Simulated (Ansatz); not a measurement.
**W: do energies and stresses tell the same story?**

Method: DFT r2SCAN, scalar-relativistic, plane waves, PAW in Ansatz 0.2.0.

Settings: cutoff 500 eV, Γ-centred mesh 18×18×18 on the computed 1-atom cell, Gaussian smearing of 0.10 eV; no spin polarisation.

Relaxed cell: Fm-3m, a = 4.017 Å, b = 4.017 Å, c = 4.017 Å, α = 90.00°, β = 90.00°, γ = 90.00°, 1 atom in the primitive cell. This fcc form isn't the element's structure at ambient conditions.

Energies at zero smearing and pressures from the stress tensor, at volumes with shape and atoms relaxed:
```json
{"V (Å³/atom)": "15.234", "E − E(first) (meV/atom)": "0.00", "P (GPa)": "20.94"}
{"V (Å³/atom)": "15.721", "E − E(first) (meV/atom)": "-46.40", "P (GPa)": "9.80"}
{"V (Å³/atom)": "16.207", "E − E(first) (meV/atom)": "-61.07", "P (GPa)": "0.00"}
{"V (Å³/atom)": "16.693", "E − E(first) (meV/atom)": "-47.77", "P (GPa)": "-8.48"}
{"V (Å³/atom)": "17.179", "E − E(first) (meV/atom)": "-10.50", "P (GPa)": "-15.69"}
```

Question: Check P = −dE/dV between neighbouring volumes, and get the bulk modulus from the pressures alone.

Answer: With 1 eV/Å³ = 160.2 GPa:
```tsv
middle V (Å³/atom)	−ΔE/ΔV (GPa)	mean P (GPa)
15.477	15.290	15.370
15.964	4.834	4.898
16.450	-4.381	-4.240
16.936	-12.284	-12.085
```

The two differ by 0.20 GPa at most. The mean of two end pressures misses the average over a step by about ΔV² P″/12, up to 0.11 GPa here; with that taken off 0.10 GPa remains. The stress is the derivative of the free energy, not of the energy at zero smearing, and with free energies 0.00 GPa remains. Around V = 16.207 Å³/atom, the two neighbours give B = −V ΔP/ΔV = 16.207 × 18.28 / 0.972 = 304.6 GPa, against B0 = 304.2 GPa from the Birch–Murnaghan fit of the energies.

Spin–orbit coupling is left out, which can shift energies with elements as heavy as these.